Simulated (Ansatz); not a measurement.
Is this PbO2 structure a true minimum?

It was reached by relaxing an invented guess, and it needn't be the stable form of this composition.

Theory: Ansatz 0.2.0, DFT PBE+D3(BJ), scalar-relativistic, plane waves, PAW. Plane waves to 420 eV, a k mesh through Γ of 18×18×18 on the computed 3-atom cell and Gaussian smearing (0.10 eV); no spin polarisation.

The cell below (3 atoms, space group R-3m (No. 166)) is relaxed within its symmetry.

```
Pb O
1.0
     1.74179    1.00562    3.94101
    -1.74179    1.00562    3.94101
     0.00000   -2.01124    3.94101
Pb O
1 2
Direct
  0.50000 0.50000 0.50000
  0.74960 0.74960 0.74960
  0.25040 0.25040 0.25040
```

For the test a repeat of it with 6 atoms (edges 3.48, 4.42, 6.03 Å) was strained at random (σ = 1.5 % a component), the atoms were moved at random (σ = 0.05 Å), and all was relaxed again on a coarse 6×6×4 mesh (in the run’s order of axes) with 0.20 eV smearing, with no symmetry imposed.

These runs have no spin–orbit coupling, which can matter for Pb.

Task: What happens?

Result: It returns, within 1 meV/atom of the unmoved cell on that mesh and with the same symmetry when read at 0.1 Å. So it is stable against the distortions that fit this cell and that this random move excites. Modes that don't fit the cell aren't tested.
